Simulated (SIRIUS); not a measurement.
Rh: changing the choice of potentials or basis

```cif
data_structure
_symmetry_space_group_name_H-M 'Fm-3m'
_symmetry_Int_Tables_number 225
_cell_length_a 3.7957
_cell_length_b 3.7957
_cell_length_c 3.7957
_cell_angle_alpha 90.000
_cell_angle_beta 90.000
_cell_angle_gamma 90.000
_cell_volume 54.69
loop_
_atom_site_label
_atom_site_type_symbol
_atom_site_symmetry_multiplicity
_atom_site_Wyckoff_symbol
_atom_site_fract_x
_atom_site_fract_y
_atom_site_fract_z
_atom_site_occupancy
Rh1 Rh 4 a 0.00000 0.00000 0.00000 1
```

Kept alike: task single point; functional PBE; k mesh 12 × 12 × 12; occupations fermi-dirac, width 0.05 eV; no spin polarisation. Program: SIRIUS. Cutoffs run from 828 to 1202 eV. The mesh is that of the run's cell of 1 atom. No spin-orbit coupling.

| choice of potentials or basis | pressure (GPa) |
| --- | --- |
| PseudoDojo 0.4 PBE stringent (scalar relativistic) | 7.56 |
| PseudoDojo 0.4.1 PBE standard (scalar relativistic) | 7.56 |
| PseudoDojo 0.5 PBE standard (scalar relativistic) | 7.56 |
| PseudoDojo 0.5 PBE stringent (scalar relativistic) | 7.56 |
| SPMS 1.0 PBE (norm-conserving) | 7.73 |
| SSSP 1.3.0 PBE efficiency | 6.84 |
| in-house norm-conserving set, PBE (scalar relativistic) | 7.23 |

Pressure is positive in compression; the values hold the error of the finite cutoff, so their zero can differ a little from the energy's minimum. For a metal such a mesh leaves the last digits unconverged.

The pressure runs from 6.84 (SSSP 1.3.0 PBE efficiency) to 7.73 GPa (SPMS 1.0 PBE (norm-conserving)).
